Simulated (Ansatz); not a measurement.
# TiAl: the cost of one run

Program: Ansatz 0.2.0. Level of theory: DFT r2SCAN, scalar-relativistic, plane waves, PAW. These are calculated values, not measurements.

1 further run of the same task is left out (set aside as unsound or not needed).

### Step 1. The system as given

The structure is orthorhombic, space group Pmma (No. 51). Conventional cell: a = 4.629 Å, b = 2.866 Å, c = 4.892 Å, α = 90.00°, β = 90.00°, γ = 90.00°. Ti (site symmetry mm2) is surrounded by 4 Ti at 2.80 to 2.87 Å and 8 Al at 2.83 to 2.86 Å. Al (site symmetry mm2) has 4 Al at 2.80 to 2.87 Å and 8 Ti at 2.83 to 2.86 Å as nearest neighbours.

Coordinates:

```cif
data_structure
_symmetry_space_group_name_H-M 'Pmma'
_symmetry_Int_Tables_number 51
_cell_length_a 4.6288
_cell_length_b 2.8662
_cell_length_c 4.8918
_cell_angle_alpha 90.000
_cell_angle_beta 90.000
_cell_angle_gamma 90.000
_cell_volume 64.90
loop_
_atom_site_label
_atom_site_type_symbol
_atom_site_symmetry_multiplicity
_atom_site_Wyckoff_symbol
_atom_site_fract_x
_atom_site_fract_y
_atom_site_fract_z
_atom_site_occupancy
Ti1 Ti 2 f 0.25000 0.50000 0.66088 1
Al1 Al 2 e 0.75000 0.00000 0.83861 1
```

It is the end of an earlier relaxation with the same method, from a generated guess; it needn't be the stable form of this composition. At a tolerance of 0.05 Å it has space group Pmma (No. 51); it has 16.22 Å³/atom, an uncorrected energy of -0.36 eV/atom over the elements and, on its mesh, gap none (metal).

### Step 2. The same geometry with r2SCAN

Input file input.yaml:

```yaml
crystal:
  lattice:
    - [4.6288307024, 0.0, 0.0]
    - [0.0, 2.8661781508, 0.0]
    - [0.0, 0.0, 4.8917615555]
  atoms:
    - { symbol: Ti, position: [0.25, 0.5, 0.6608759814] }
    - { symbol: Ti, position: [0.75, 0.5, 0.3391240186] }
    - { symbol: Al, position: [0.75, 0.0, 0.8386065055] }
    - { symbol: Al, position: [0.25, 0.0, 0.1613934945] }
basis:
  ecutwfc: 500
kpoints:
  mp_grid: { grid: [10, 16, 10] }
  band_path:
    path:
      - [[0.0, 0.0, 0.0], [0.5, 0.0, 0.0], [0.5, 0.5, 0.0], [0.0, 0.5, 0.0], [0.0, 0.0, 0.0], [0.0, 0.0, 0.5], [0.5, 0.0, 0.5], [0.5, 0.5, 0.5], [0.0, 0.5, 0.5], [0.0, 0.0, 0.5]]
      - [[0.5, 0.0, 0.0], [0.5, 0.0, 0.5]]
      - [[0.0, 0.5, 0.0], [0.0, 0.5, 0.5]]
      - [[0.5, 0.5, 0.0], [0.5, 0.5, 0.5]]
    npoints: 14
hamiltonian:
  xc: r2scan
scf:
  occupations: { method: gaussian, width: 0.1 }
  n_extra_bands: 10
output:
  forces: true
  stress: true
  eigenvalues: true
  populations: true
  dos: { projected: true, de: 0.02, nscf_kmesh: { grid: [12, 20, 12] } }
  bader: true
  write_density: true
  write_potential: true
  elf: true
  volumetric_format: npy
```

Launch:

```
$ ansatz run input.yaml --threads 1 --pin off --max-ram 2560MiB --backend cpu --events-out ev --progress --plain --runs-dir out
```

Q: Estimate wall time and peak memory on 1 thread of Intel Xeon at 2.70GHz, shared host.

About 2.2 min, with a peak of 1.1 GiB.
